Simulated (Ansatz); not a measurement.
# TlBr (Pm-3m): effective masses from band slopes

Level of theory: LDA, all-electron LAPW in Ansatz 0.2.0, scalar-relativistic.

The run reads the converged density of an earlier one (folder ck) and solves the listed points alone.

Command:

```sh
ansatz run input.yaml --threads 1 --pin off --max-ram 3072MiB --backend cpu --events-out ev --progress --plain --runs-dir out
```

input.yaml:

```yaml
crystal:
  lattice:
    - [3.98, 0.0, 0.0]
    - [0.0, 3.98, 0.0]
    - [0.0, 0.0, 3.98]
  atoms:
    - { symbol: Tl, position: [0.0, 0.0, 0.0] }
    - { symbol: Br, position: [0.5, 0.5, 0.5] }
kpoints:
  mp_grid: { grid: [6, 6, 6] }
scf:
  occupations: { method: fixed }
hamiltonian:
  xc: lda
  pseudopotentials: { kind: all_electron, lapw: { basis_error: 0.001 } }
output:
  eigenstates:
    kpoints:
      - [0.0, 0.0, -0.5]
      - [0.003167183, 0.0, -0.5]
      - [0.006334367, 0.0, -0.5]
      - [0.012668733, 0.0, -0.5]
      - [0.0, 0.003167183, -0.5]
      - [0.0, 0.006334367, -0.5]
      - [0.0, 0.012668733, -0.5]
      - [0.0, 0.0, -0.496832817]
      - [0.0, 0.0, -0.493665633]
      - [0.0, 0.0, -0.487331267]
      - [0.002239537, 0.002239537, -0.5]
      - [0.004479074, 0.004479074, -0.5]
      # ... 87 further points ...
      - [0.188618749, 0.188618749, 0.173102783]
      - [0.182153763, 0.182153763, 0.186032755]
      - [0.180860766, 0.180860766, 0.188618749]
      - [0.178274772, 0.178274772, 0.193790738]
    de_dk: true
    e_range: [-3, 4.66628768625]
checkpoint:
  read: ck
  post_process_only: true
```

The program printed:

```
Warning: RAYON_NUM_THREADS=1 ignored (pool sized by the plan → 1); use --threads N
LAPW: plane waves up to 5.978 Å⁻¹, error target 1.0e-3 eV per atom; small_component_spin mean_spin; Br in spheres of 1.598 Å, 25 of its electrons in bands, Dirac shells []; Tl in spheres of 1.848 Å, 35 of its electrons in bands, ...
Engine: ansatz 0.2.0, aarch64-unknown-linux-gnu
Pseudopotentials: kind: all_electron
Pseudopotential: Tl, LAPW, valence charge 35, lapw/all_electron/scalar/gaussian/Tl, Koelling and Harmon's equation, gaussian nucleus
Pseudopotential: Br, LAPW, valence charge 25, lapw/all_electron/scalar/gaussian/Br, Koelling and Harmon's equation, gaussian nucleus
Functional definition: SPW92
  exchange = slater_x
  correlation = pw_c
Crystal: 2 atoms, lattice volume = 63.045 Å³
Basis set: ecut = 136.16653513246962 eV, 251 PW (Γ), exchange–correlation at level 2
Bands: 36, of which v1, the nominal top of the filled ones, is band 30 counted from 1 (29 counted from 0)
Symmetry: 48 space group operations
Space group: Pm-3m (ITA 221), of the structure as read, at distance tolerance 4.0e-5 Å
k-points: 20 of 216
Non-local potential: Tl, projectors of the file, none
Non-local potential: Br, projectors of the file, none
Initial density: read from a saved state, or passed on in memory by an earlier SCF of this step, an earlier step, the calling program or the single point that the run made first
Stability of the state it starts from, as read at its close in the unpolarized treatment: not read negative (Ritz values of 1 − χ₀K, real part plus size of imaginary part, from 0.98 to 1.0, by its mixing steps under the symmetry ...
Initial wavefunctions: plane waves of lowest kinetic energy (no species holds an atomic orbital)
Functional: x = slater, c = lda
NSCF: frozen V_eff on 20 k-points
SCF 1: post-processed at a frozen density
NSCF: frozen V_eff on 103 k-points
post-processed at a frozen density (a non-self-consistent diagonalisation pass)
Frozen density: held to its close (this run's Kohn–Sham map moves it by 0.810 times the closing residual that it is held to, a close tighter than 2.5e-8 e/Å³ being held as that figure; up to 4 times is held)
Free energy (F): -621316.254061 eV
Harris-Foulkes:  -621316.254061 eV  (|F-HF|=1.16e-10)
Internal energy: -621316.254061 eV  (E = F + TS)
E sigma→0 (E₀):  -621316.254061 eV
Fermi energy:    8.167987 eV
--- Per-component energies (eV) ---
  E_band       = -3899.226869
  E_kinetic    = 704613.299108
  E_xc         = -12476.567569
  E_electrostatic = -1313452.985600  (all electrons and nuclei)
  E_smearing   = -0.000000  (= −TS)
  E_closure    = 0.000000  (closes the sum)
  Σ components = -621316.254061   (vs F -621316.254061, Δ=0.00e0)
```

The pass finished at the stored density.

Head of eigenstates.tsv:

```
# spin	ik	k_frac_1	k_frac_2	k_frac_3	k_cart_x_inv_ang	k_cart_y_inv_ang	k_cart_z_inv_ang	n_plane_waves	band	set	set_size	e_ev	residual_ev	de_dk_x_ev_times_ang	de_dk_y_ev_t
# format = ansatz-eigenstates/6
# source = listed_points
# n_kpoints = 103
# n_rows = 469
# density_source = read
# density_dr2_ev = 9.912278239925905e-13
# fermi_ev = 8.167987163176942e0
# fermi_mp_grid = 6 6 6
# fermi_mp_shift = 0 0 0
# fermi_n_kpoints = 20
# fermi_n_bands = 36
# fermi_largest_filled_residual_ev = 1.0560807382425379e-5
# vbm_ev = 8.167987163176942e0
# cbm_ev = 9.834274849427004e0
# band_edge_residuals_ev = 7.957783557266467e-7 6.356481066950272e-7
# n_electrons = 6e1
# occupation_method = fixed
# xc_rung = lda
# e_minus_fermi_range_ev = -3e0 4.66628768625e0
# overlap = augmented
# smooth_dims = 15 15 15
# scf_smooth_dims = 15 15 15
# fft_grid_basis = 1 0 0 0 1 0 0 0 1
# n_bands_solved = 41
# n_bands_printed_max = 36
# set_resolution_ev = 4.454696937895763e-6
# degenerate_levels = group_imposed
```

### Band extrema

Band extrema of a crystal from Kohn-Sham levels and slopes, searched on the fine mesh and refined; masses in electron masses from slopes a step away, negative for holes; Cartesian axes as in the input; principal masses of single bands.

```json
{
 "Fine mesh": "12, 12, 12",
 "Band gap": "1.666 eV",
 "Least direct gap on mesh": "1.666 eV"
}
```

```
      side    point  k a (r.l.u.)  k b (r.l.u.)  k c (r.l.u.)  valleys  level (eV over the valence top)  mass light (mₑ)  mass middle (mₑ)  mass heavy (mₑ)
conduction        X             0             0          -0.5        3                            1.666           0.1504            0.2092           0.2092
conduction        R          -0.5          -0.5          -0.5        1                             1.98                –                 –                –
   valence        X             0             0          -0.5        3                                0          -0.2326           -0.4611          -0.4611
   valence  general         0.183         0.183         0.183        8                           -0.217          -0.3091            -2.751           -2.751
```

**Masses along directions**

Branches counted from each extremum; the finite step makes the lightest masses up to 3 per cent heavy.

```
Fine mesh : 12, 12, 12
```

| side | point | k a (r.l.u.) | k b (r.l.u.) | k c (r.l.u.) | direction | number | level from its edge (eV) | band mass (mₑ) |
| --- | --- | --- | --- | --- | --- | --- | --- | --- |
| conduction | X | 0 | 0 | -0.5 | 100 | 1 | 0 | 0.2092 |
| conduction | X | 0 | 0 | -0.5 | 010 | 1 | 0 | 0.2092 |
| conduction | X | 0 | 0 | -0.5 | 001 | 1 | 0 | 0.1504 |
| conduction | X | 0 | 0 | -0.5 | 110 | 1 | 0 | 0.2092 |
| conduction | X | 0 | 0 | -0.5 | 101 | 1 | 0 | 0.175 |
| conduction | X | 0 | 0 | -0.5 | 111 | 1 | 0 | 0.1851 |
| conduction | X | 0 | 0 | -0.5 | 11-2 | 1 | 0 | 0.1659 |
| conduction | R | -0.5 | -0.5 | -0.5 | 100 | 1 | 0.314 | 0.3546 |
| conduction | R | -0.5 | -0.5 | -0.5 | 100 | 2 | 0.314 | 0.3546 |
| conduction | R | -0.5 | -0.5 | -0.5 | 100 | 3 | 0.314 | 0.2481 |
| conduction | R | -0.5 | -0.5 | -0.5 | 010 | 1 | 0.314 | 0.3546 |
| conduction | R | -0.5 | -0.5 | -0.5 | 010 | 2 | 0.314 | 0.3546 |
| conduction | R | -0.5 | -0.5 | -0.5 | 010 | 3 | 0.314 | 0.2481 |
| conduction | R | -0.5 | -0.5 | -0.5 | 001 | 1 | 0.314 | 0.3546 |
| conduction | R | -0.5 | -0.5 | -0.5 | 001 | 2 | 0.314 | 0.3546 |
| conduction | R | -0.5 | -0.5 | -0.5 | 001 | 3 | 0.314 | 0.2481 |
| conduction | R | -0.5 | -0.5 | -0.5 | 110 | 1 | 0.314 | 0.8285 |
| conduction | R | -0.5 | -0.5 | -0.5 | 110 | 2 | 0.314 | 0.3546 |
| conduction | R | -0.5 | -0.5 | -0.5 | 110 | 3 | 0.314 | 0.1772 |
| conduction | R | -0.5 | -0.5 | -0.5 | 111 | 1 | 0.314 | 0.5734 |
| conduction | R | -0.5 | -0.5 | -0.5 | 111 | 2 | 0.314 | 0.5734 |
| conduction | R | -0.5 | -0.5 | -0.5 | 111 | 3 | 0.314 | 0.1618 |
| conduction | R | -0.5 | -0.5 | -0.5 | 11-2 | 1 | 0.314 | 0.6246 |
| conduction | R | -0.5 | -0.5 | -0.5 | 11-2 | 2 | 0.314 | 0.4382 |
| conduction | R | -0.5 | -0.5 | -0.5 | 11-2 | 3 | 0.314 | 0.1728 |
| valence | X | 0 | 0 | -0.5 | 100 | 1 | 0 | -0.461 |
| valence | X | 0 | 0 | -0.5 | 100 | 2 | -0.764 | 11.73 |
| valence | X | 0 | 0 | -0.5 | 100 | 3 | -0.764 | -0.2247 |
| valence | X | 0 | 0 | -0.5 | 010 | 1 | 0 | -0.461 |
| valence | X | 0 | 0 | -0.5 | 010 | 2 | -0.764 | 11.73 |
| valence | X | 0 | 0 | -0.5 | 010 | 3 | -0.764 | -0.2247 |
| valence | X | 0 | 0 | -0.5 | 001 | 1 | 0 | -0.2327 |
| valence | X | 0 | 0 | -0.5 | 001 | 2 | -0.764 | -1.631 |
| valence | X | 0 | 0 | -0.5 | 001 | 3 | -0.764 | -1.631 |
| valence | X | 0 | 0 | -0.5 | 110 | 1 | 0 | -0.461 |
| valence | X | 0 | 0 | -0.5 | 110 | 2 | -0.764 | -1.285 |
| valence | X | 0 | 0 | -0.5 | 110 | 3 | -0.764 | -0.2788 |
| valence | X | 0 | 0 | -0.5 | 101 | 1 | 0 | -0.3095 |
| valence | X | 0 | 0 | -0.5 | 101 | 2 | -0.764 | -3.788 |
| valence | X | 0 | 0 | -0.5 | 101 | 3 | -0.764 | -0.3948 |
| valence | X | 0 | 0 | -0.5 | 111 | 1 | 0 | -0.3477 |
| valence | X | 0 | 0 | -0.5 | 111 | 2 | -0.764 | -1.383 |
| valence | X | 0 | 0 | -0.5 | 111 | 3 | -0.764 | -0.3851 |
| valence | X | 0 | 0 | -0.5 | 11-2 | 1 | 0 | -0.2789 |
| valence | X | 0 | 0 | -0.5 | 11-2 | 2 | -0.764 | -1.497 |
| valence | X | 0 | 0 | -0.5 | 11-2 | 3 | -0.764 | -0.6227 |
| valence | general | 0.183 | 0.183 | 0.183 | 100 | 1 | -0.217 | -0.757 |
| valence | general | 0.183 | 0.183 | 0.183 | 010 | 1 | -0.217 | -0.757 |
| valence | general | 0.183 | 0.183 | 0.183 | 001 | 1 | -0.217 | -0.757 |
| valence | general | 0.183 | 0.183 | 0.183 | 110 | 1 | -0.217 | -0.439 |
| valence | general | 0.183 | 0.183 | 0.183 | 1-10 | 1 | -0.217 | -2.75 |
| valence | general | 0.183 | 0.183 | 0.183 | 111 | 1 | -0.217 | -0.3092 |
| valence | general | 0.183 | 0.183 | 0.183 | 11-2 | 1 | -0.217 | -2.75 |

Keep in mind: no spin-orbit coupling on heavy atoms; two errors of opposite sign act on the gap: semilocal levels put it low, and leaving out spin-orbit coupling puts it high by tenths of an eV.

Time and hardware: 20 s on 1 thread of Arm Neoverse V1 (shared host), peak memory 0.28 GiB.
